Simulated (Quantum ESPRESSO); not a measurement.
**W in Quantum ESPRESSO: convergence with SCF threshold**

Input of the first run (SCF threshold 0.001 Ry); the others differ in this setting and in those tied to it:

File pw.in:

```
&CONTROL
  calculation = 'scf'
  prefix = 'pwscf'
  outdir = './tmp'
  pseudo_dir = './pseudo'
  tprnfor = .true.
  tstress = .true.
  disk_io = 'nowf'
/
&SYSTEM
  ibrav = 0
  nat = 1
  ntyp = 1
  ecutwfc = 75
  nbnd = 21
  occupations = 'smearing'
  smearing = 'fd'
  degauss = 0.00999582
/
&ELECTRONS
  conv_thr = 0.001
  electron_maxstep = 120
  mixing_beta = 0.5
/
ATOMIC_SPECIES
W    183.8400 W_ONCV_PBE-1.2.upf
CELL_PARAMETERS angstrom
  -1.5823450000    1.5823450000    1.5823450000
   1.5823450000   -1.5823450000    1.5823450000
   1.5823450000    1.5823450000   -1.5823450000
ATOMIC_POSITIONS crystal
W      0.0000000000    0.0000000000    0.0000000000
K_POINTS automatic
12 12 12 0 0 0
```

Potentials or basis: SG15 PBE 1.2.

Launch:

```bash
$ OMP_NUM_THREADS=1 pw.x -in pw.in > pw.out
```

Hardware: 1 thread of AMD EPYC 7B13 (Zen 3) (shared host).

**Question.** The values tried are 0.001 Ry, 0.0001 Ry, 1e-05 Ry, 1e-06 Ry, 1e-07 Ry, 1e-08 Ry, 1e-10 Ry, 1e-12 Ry, loosest first. From which on does the pressure stay within 0.1 GPa of the tightest run that finished?

**Answer.** From 1e-08 Ry on.

| SCF threshold | energy less the tightest run, at zero smearing (meV/atom) | pressure (GPa) | SCF cycles | CPU time (s) | peak memory (GiB) |
| --- | --- | --- | --- | --- | --- |
| 0.001 Ry | 0.26 | 13.17 | 3 | 11 | 0.07 |
| 0.0001 Ry | 0.02 | 4.23 | 4 | 12 | 0.07 |
| 1e-05 Ry | 0.02 | 4.23 | 4 | 12 | 0.07 |
| 1e-06 Ry | 0.00 | 6.31 | 5 | 14 | 0.07 |
| 1e-07 Ry | 0.00 | 6.17 | 6 | 15 | 0.07 |
| 1e-08 Ry | 0.00 | 5.98 | 7 | 17 | 0.07 |
| 1e-10 Ry | 0.00 | 5.99 | 8 | 18 | 0.07 |
| 1e-12 Ry | 0.00 | 5.99 | 10 | 21 | 0.07 |

Against the tightest run, the energy stays within 1 meV/atom from 0.001 Ry on. The tightest run that finished is the yardstick and may itself not be fully converged.

The run has no spin-orbit coupling, so splittings on W are missing.
